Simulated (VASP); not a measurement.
# Pb in VASP: notebook

One slab, Pb, is run at these levels: PBE, PBE+dDsC; tasks: relaxation of the atoms.

All numbers are computed with VASP 6.6.1; they aren't measurements. Logs are shortened: lines on timing, memory, paths and dates and some standing lists are left out, and cuts for length are marked.

## (1) The cell of the first run

The cell holds a slab with vacuum, 4 atoms: a = 3.480 Å, b = 3.480 Å, c = 23.385 Å, α = 90.00°, β = 90.00°, γ = 120.00°.

The slab is cut from a database's or a generator's crystal, which needn't be the stable form of the element.

## (2) Relaxation of the atoms, PBE (the (0 0 1) slab of Pb, cut from the database cell, not relaxed)

Input file INCAR:

```
SYSTEM = Pb
PREC = Accurate
ENCUT = 520
EDIFF = 1E-7
ISMEAR = 0
SIGMA = 0.05
LREAL = .FALSE.
LASPH = .TRUE.
NELM = 100
ALGO = Normal
ISIF = 2
LWAVE = .FALSE.
LCHARG = .FALSE.
LDIPOL = .TRUE.
IDIPOL = 3
DIPOL = 0.5 0.5 0.500
GGA = PE
IBRION = 2
NSW = 40
EDIFFG = -0.01
```

Input file KPOINTS:

```
Automatic mesh
0
G
  9 9 1
  0 0 0
```

Input file POSCAR:

```
Pb
1.0
    3.4800006906      0.0000000000      0.0000000000
   -1.7400003453      3.0137690032      0.0000000000
    0.0000000000      0.0000000000     23.3850000000
Pb
4
Selective dynamics
Direct
    0.6666666667      0.3333333334      0.3207184092  F F F
    0.3333333333      0.6666666666      0.4402394697  F F F
    0.6666666667      0.3333333334      0.5597605303  T T T
    0.3333333333      0.6666666666      0.6792815908  T T T
```

Potentials or basis: VASP PAW PBE potentials, release 64 (Pb_d).

The run is started by

```
> cat potpaw_PBE.64/Pb_d/POTCAR > POTCAR
> mpirun -np 1 vasp_std > vasp.out
```

OUTCAR:

```text
SYSTEM = Pb
   PREC = Accurate
   ENCUT = 520
   EDIFF = 1E-7
   ISMEAR = 0
   LREAL = .FALSE.
   LASPH = .TRUE.
   NELM = 100
   ISIF = 2
   GGA = PE
   IBRION = 2
   NSW = 40
   EDIFFG = -0.01

 ion  position               nearest neighbor table
   1  0.667  0.333  0.321-   2 3.44   2 3.44   2 3.44
   2  0.333  0.667  0.440-   1 3.44   1 3.44   1 3.44   3 3.44   3 3.44   3 3.44
   3  0.667  0.333  0.560-   4 3.44   4 3.44   4 3.44   2 3.44   2 3.44   2 3.44
   4  0.333  0.667  0.679-   3 3.44   3 3.44   3 3.44

  LATTYP: Found a hexagonal cell.
 ALAT       =     3.4800006906
 C/A-ratio  =     6.7198262527

  Lattice vectors:

 A1 = (   3.4800006906,   0.0000000000,   0.0000000000)
 A2 = (  -1.7400003453,   3.0137690032,   0.0000000000)
 A3 = (   0.0000000000,   0.0000000000,  23.3850000000)

Analysis of symmetry for initial positions (statically):
=====================================================================
 Subroutine PRICEL returns:
 Original cell was already a primitive cell.

 Routine SETGRP: Setting up the symmetry group for a
 hexagonal supercell.

 Subroutine GETGRP returns: Found 12 space group operations
 (whereof 12 operations were pure point group operations)
 out of a pool of 24 trial point group operations.

The static configuration has the point symmetry D_3d.

Analysis of symmetry for dynamics (positions and initial velocities):
=====================================================================
 Subroutine PRICEL returns:
 Original cell was already a primitive cell.

 Routine SETGRP: Setting up the symmetry group for a
 hexagonal supercell.

 Subroutine GETGRP returns: Found 12 space group operations
 (whereof 12 operations were pure point group operations)
 out of a pool of 24 trial point group operations.

The dynamic configuration has the point symmetry D_3d.

Analysis of constrained symmetry for selective dynamics:
=====================================================================
 Subroutine PRICEL returns:
 Original cell was already a primitive cell.

 Routine SETGRP: Setting up the symmetry group for a
 hexagonal supercell.

 Subroutine GETGRP returns: Found  6 space group operations
 (whereof  6 operations were pure point group operations)
 out of a pool of 24 trial point group operations.

The constrained configuration has the point symmetry C_3v.

 Subroutine INISYM returns: Found  6 space group operations
 (whereof  6 operations are pure point group operations),
 and found     1 'primitive' translations

----------------------------------------------------------------------------------------

                                     Primitive cell

  volume of cell :     245.2600

  direct lattice vectors                    reciprocal lattice vectors
     3.480000691  0.000000000  0.000000000     0.287356265  0.165905217  0.000000000
    -1.740000345  3.013769003  0.000000000     0.000000000  0.331810434  0.000000000
     0.000000000  0.000000000 23.385000000     0.000000000  0.000000000  0.042762455

  length of vectors
     3.480000691  3.480000691 23.385000000     0.331810434  0.331810434  0.042762455

  position of ions in fractional coordinates (direct lattice)
     0.666666667  0.333333333  0.320718409
     0.333333333  0.666666667  0.440239470
     0.666666667  0.333333333  0.559760530
     0.333333333  0.666666667  0.679281591

  ion indices of the primitive-cell ions
   primitive index   ion index
                 1           1
                 2           2
                 3           3
                 4           4

----------------------------------------------------------------------------------------

 KPOINTS: Automatic mesh

Automatic generation of k-mesh.
[... 27 lines left out ...]
  0.444444  0.000000  0.000000      6.000000
  0.111111  0.111111  0.000000      6.000000
  0.222222  0.111111  0.000000     12.000000
  0.333333  0.111111  0.000000     12.000000
  0.444444  0.111111  0.000000      6.000000
  0.222222  0.222222  0.000000      6.000000
  0.333333  0.222222  0.000000     12.000000
  0.333333  0.333333  0.000000      2.000000
   k-points           NKPTS =     12   k-points in BZ     NKDIM =     12   number of bands    NBANDS=     33
   number of dos      NEDOS =    301   number of ions     NIONS =      4
   total plane-waves  NPLWV = 141120
   dimension x,y,z NGX =    28 NGY =   28 NGZ =  180
   dimension x,y,z NGXF=    56 NGYF=   56 NGZF=  360
   ions per type =               4
   NGX,Y,Z   is equivalent  to a cutoff of  13.38, 13.38, 12.80 a.u.
   NGXF,Y,Z  is equivalent  to a cutoff of  26.75, 26.75, 25.59 a.u.
 SYSTEM =  Pb
   PREC   = accura    normal or accurate (medium, high low for compatibility)
   ISTART =      0    job   : 0-new  1-cont  2-samecut
   ICHARG =      2    charge: 1-file 2-atom 10-const
   ISPIN  =      1    spin polarized calculation?
   LNONCOLLINEAR =      F non collinear calculations
   LSORBIT =      F    spin-orbit coupling
   LASPH  =      T    aspherical Exc in radial PAW
   ENCUT  =  520.0 eV  38.22 Ry    6.18 a.u.   6.47  6.47 43.48*2*pi/ulx,y,z
   NELM   =    100;   NELMIN=  2; NELMDL= -5     # of ELM steps
   EDIFF  = 0.1E-06   stopping-criterion for ELM
   LREAL  =      F    real-space projection
   EDIFFG = -.1E-01   stopping-criterion for IOM
   NSW    =     40    number of steps for IOM
   IBRION =      2    ionic relax: 0-MD 1-quasi-New 2-CG
   NFREE  =      1    steps in history (QN), initial steepest desc. (CG)
   ISIF   =      2    stress and relaxation
   ISYM   =      2    0-nonsym 1-usesym 2-fastsym
   POTIM  = 0.5000    time-step for ionic-motion
   TEBEG  =    0.0;   TEEND  =   0.0 temperature during run
   PSTRESS=    0.0 pullay stress
   NELECT =      56.0000    total number of electrons
   NUPDOWN=      -1.0000    fix difference up-down
   EMIN   =  10.00;   EMAX   =-10.00  energy-range for DOS
   EFERMI =   0.00;   METHOD = LEGACY
   ISMEAR =     0;   SIGMA  =   0.05  broadening in eV -4-tet -1-fermi 0-gaus
   EFERMI_NEDOS =   21; number of points for ismear=-14 and -15
   IALGO  =     38    algorithm
   IMIX   =      4    mixing-type and parameters
     AMIX     =   0.40;   BMIX     =  1.00
     AMIX_MAG =   1.60;   BMIX_MAG =  1.00
  volume/ion in A,a.u.               =      61.31       413.77
  Fermi-wavevector in a.u.,A,eV,Ry     =   1.000603  1.890866 13.622249  1.001207
  Thomas-Fermi vector in A             =   2.132971
   LORBIT       =      0    0 simple, 1 ext, 2 COOP (PROOUT), +10 PAW based schemes
   GGA     = PE    functional components
   LHFCALC =     F    Hartree Fock is set to
   AEXX    =    0.0000 exact exchange contribution
   IVDW    =     0    specifies the selected vdW correction
   LEPSILON=     F    determine dielectric tensor
   LRPA    =     F    only Hartree local field effects (RPA)
 conjugate gradient relaxation of ions
 non-spin polarized calculation
 Gauss-broadening in eV      SIGMA  =   0.05
  energy-cutoff  :      520.00
  volume of cell :      245.26
 maximum number of plane-waves:      6687
 NGX is ok and might be reduce to    28
   NGX = 13   NGY = 13   NGZ = 87

--------------------------------------- Ionic step        1  -------------------------------------------

 number of electron      56.0000007 magnetization

 Free energy of the ion-electron system (eV)
  ---------------------------------------------------
  ext. energy  EPLUGINS =         0.00000000
  ---------------------------------------------------
  free energy    TOTEN  =       -13.87673334 eV

  energy without entropy =      -13.87482887  energy(sigma->0) =      -13.87578111

------------------------ aborting loop because EDIFF is reached ----------------------------------------

  FORCE on cell =-STRESS in cart. coord.  units (eV):
  Direction    XX          YY          ZZ          XY          YZ          ZX
  --------------------------------------------------------------------------------------
  -------------------------------------------------------------------------------------
  Total        1.2007070      1.2007070      1.2436998      0.0000000     -0.0000000      0.0000000
  in kB        7.8436994      7.8436994      8.1245532      0.0000000     -0.0000000      0.0000000
  external PRESSURE =       7.9373174 kB  Pullay stress =       0.0000000 kB
[... 95 lines left out ...]
  FREE ENERGIE OF THE ION-ELECTRON SYSTEM (eV)
  ---------------------------------------------------
  free  energy   TOTEN  =       -13.8982050450 eV

  energy  without entropy=      -13.8962880670  energy(sigma->0) =      -13.89724656

[... ionic steps 4 to 7 ...]

--------------------------------------- Ionic step        8  -------------------------------------------

 number of electron      56.0000007 magnetization

------------------------ aborting loop because EDIFF is reached ----------------------------------------
[... 65 lines left out ...]
  FREE ENERGIE OF THE ION-ELECTRON SYSTEM (eV)
  ---------------------------------------------------
  free  energy   TOTEN  =       -13.9300440330 eV

  energy  without entropy=      -13.9271241031  energy(sigma->0) =      -13.92858407

 dipolmoment           0.000000      0.000000      0.000035 electrons x Angstroem

--------------------------------------- Ionic step       10  -------------------------------------------

 number of electron      56.0000004 magnetization

 dipolmoment           0.000000      0.000000     -0.000163 electrons x Angstroem

 Free energy of the ion-electron system (eV)
  ---------------------------------------------------
  ext. energy  EPLUGINS =         0.00000000
  ---------------------------------------------------
  free energy    TOTEN  =       -13.93026039 eV

  energy without entropy =      -13.92746004  energy(sigma->0) =      -13.92886022

 E-fermi :   1.6853     XC(G=0):  -5.6699

 val. band max:        1.4241195683   @ k =   0.3333   0.1111   0.0000
 cond. band min:       1.7214090509   @ k =   0.2222   0.1111   0.0000
 fundamental gap:      0.2972894826
 Fermi energy:         1.6852859894

 k-point     1 :       0.0000    0.0000    0.0000
  band No.  band energies     occupation
      1     -15.3782      2.00000
      2     -15.3729      2.00000
      3     -15.3327      2.00000
      4     -15.3259      2.00000
      5     -15.3259      2.00000
      6     -15.3224      2.00000
[... 421 lines left out ...]
     32       1.9087      0.00000
     33       3.6454      0.00000

------------------------ aborting loop because EDIFF is reached ----------------------------------------

 vacuum level on the upper side and lower side of the slab       (xc-potential included)        -0.134        -0.124

  FORCE on cell =-STRESS in cart. coord.  units (eV):
  Direction    XX          YY          ZZ          XY          YZ          ZX
  --------------------------------------------------------------------------------------
  -------------------------------------------------------------------------------------
  Total        0.8810871      0.8810871     -0.2107476     -0.0000000      0.0000000      0.0000000
  in kB        5.7557614      5.7557614     -1.3767230     -0.0000000      0.0000000      0.0000000
  external PRESSURE =       3.3782666 kB  Pullay stress =       0.0000000 kB
[... 19 lines left out ...]
  FREE ENERGIE OF THE ION-ELECTRON SYSTEM (eV)
  ---------------------------------------------------
  free  energy   TOTEN  =       -13.9302603942 eV

  energy  without entropy=      -13.9274600391  energy(sigma->0) =      -13.92886022

 reached required accuracy - stopping structural energy minimisation

 vacuum level on the upper side and lower side of the slab         5.321         5.331
```

It took 19 min on 1 thread of Intel Xeon Platinum 8488C (Sapphire Rapids), shared host; peak memory 0.41 GiB.

What came out:

- Free energy: -13.9303 eV
- Energy gained by relaxing: 13.4 meV/atom
- Ionic steps: 10
- Band gap on the k mesh: none (metal or under the smearing width)

Step by step:
| step | energy change (eV) | largest force (eV/Å) | pressure (GPa) |
| --- | --- | --- | --- |
| 1 | 0.0000 | 0.4076 | 0.79 |
| 2 | -0.0074 | 0.3717 | 0.79 |
| 3 | -0.0215 | 0.2739 | 0.80 |
| 4 | -0.0130 | 0.4586 | 0.93 |
| 5 | -0.0241 | 0.2499 | 0.82 |
| 6 | -0.0297 | 0.2150 | 0.76 |
| 7 | -0.0424 | 0.1528 | 0.60 |
| 8 | -0.0515 | 0.0885 | 0.32 |
| 9 | -0.0533 | 0.0714 | 0.32 |
| 10 | -0.0535 | 0.0620 | 0.34 |

Final structure:
```cif
data_structure
_symmetry_space_group_name_H-M 'P 1'
_symmetry_Int_Tables_number 1
_cell_length_a 3.4800
_cell_length_b 3.4800
_cell_length_c 23.3850
_cell_angle_alpha 90.000
_cell_angle_beta 90.000
_cell_angle_gamma 120.000
_cell_volume 245.26
loop_
_atom_site_label
_atom_site_type_symbol
_atom_site_fract_x
_atom_site_fract_y
_atom_site_fract_z
_atom_site_occupancy
Pb1 Pb 0.66667 0.33333 0.32072 1
Pb2 Pb 0.33333 0.66667 0.44024 1
Pb3 Pb 0.66667 0.33333 0.57299 1
Pb4 Pb 0.33333 0.66667 0.69089 1
```

Levels at points of the mesh, in eV from the Fermi level:
```tsv
k point	band 25	band 26	band 27	band 28	band 29	band 30	band 31	band 32
(0.00, 0.00, 0.00)	-3.40	-1.65	1.00	2.88	3.49	4.71	5.00	6.04
```

## (3) Relaxation of the atoms, PBE+dDsC (the (0 0 1) slab of Pb, cut from the database cell, not relaxed)

Input file INCAR:

```
PREC = Accurate ; ENCUT = 520
EDIFF = 1E-6 ; ISMEAR = 0
SIGMA = 0.05 ; LREAL = F
LASPH = T ; NELM = 100
ALGO = Normal ; ISIF = 2
LWAVE = F ; LCHARG = F
LDIPOL = T ; IDIPOL = 3
DIPOL = 0.5 0.5 0.500 ; GGA = PE
IVDW = 4 ; IBRION = 2
NSW = 60 ; EDIFFG = -0.005
```

Input file KPOINTS:

```
Automatic mesh
0
Gamma
  9 9 1
```

POSCAR is that of step 2.

Potentials or basis: VASP PAW PBE potentials, release 64 (Pb_d).

The run is started by

```
> cat potpaw_PBE.64/Pb_d/POTCAR > POTCAR
> mpirun -np 1 vasp_std > vasp.out
```

Run time: 13 min. Hardware: 1 thread of Intel Xeon Platinum 8488C (Sapphire Rapids), shared host; peak memory 0.41 GiB.

The run converged. Its results:

```yaml
Free_energy: -14.9041 eV
Energy_gained_by_relaxing: 10.2 meV/atom
Ionic_steps: 11
Band_gap_on_the_k_mesh: none (metal or under the smearing width)
Dispersion_energy_per_atom: -0.245 eV
```

Step by step:
```csv
step,energy change (eV),largest force (eV/Å),pressure (GPa)
1,0.0000,0.3899,0.10
2,-0.0068,0.3558,0.09
3,-0.0178,0.2620,0.12
4,-0.0183,0.2427,0.16
5,-0.0209,0.2316,0.14
6,-0.0277,0.2001,0.07
7,-0.0372,0.1486,-0.10
8,-0.0399,0.1264,-0.17
9,-0.0407,0.1117,-0.16
10,-0.0407,0.1132,-0.15
11,-0.0408,0.1108,-0.15
```

Final structure:
```xyz
4
Lattice="3.4800 0.0000 0.0000 -1.7400 3.0138 0.0000 0.0000 0.0000 23.3850" Properties=species:S:1:pos:R:3 pbc="T T T"
Pb    1.7400    1.0046    7.5000
Pb    0.0000    2.0092   10.2950
Pb    1.7400    1.0046   13.2931
Pb    0.0000    2.0092   16.0261
```

Levels at points of the mesh, in eV from the Fermi level:
```tsv
k point	band 25	band 26	band 27	band 28	band 29	band 30	band 31	band 32
(0.00, 0.00, 0.00)	-3.45	-1.59	1.05	2.95	3.49	4.79	4.98	5.94
```
